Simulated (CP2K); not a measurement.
# Nb in CP2K: the effect of functional

The system is Nb.

```
Nb
1.0
     2.88205    0.00000    0.00000
    -0.96068    2.71722    0.00000
    -0.96068   -1.35861    2.35318
Nb
1
Direct
  0.00000 0.00000 0.00000
```

Alike in all runs:

```yaml
Program: CP2K 2026.2
Task: single point
Potentials_or_basis: POTENTIAL_UZH Nb GTH-PBE-q13; TZVP-MOLOPT-PBE-GTH basis
Density_cutoff: 9184 eV
k_mesh: 11 × 11 × 11
Occupations: fermi-dirac, width 0.05 eV
Spin: no spin polarisation
```

| functional | pressure (GPa) |
| --- | --- |
| LDA | -9.6 |
| PBEsol | ? |
| rev-vdW-DF2 | -3.5 |
| vdW-DF-cx | -5.8 |
| revPBE | 0.8 |
| TPSS | -3.1 |

**Question.** What does the run with functional PBEsol give?

**Answer.** Pressure -6.4 GPa.

Caveats: the potentials were made for another functional, which shifts forces and pressure; the basis of atomic orbitals isn't converged, which shifts pressures, moduli and gaps.

Runs at the PBE level aren't shown here.
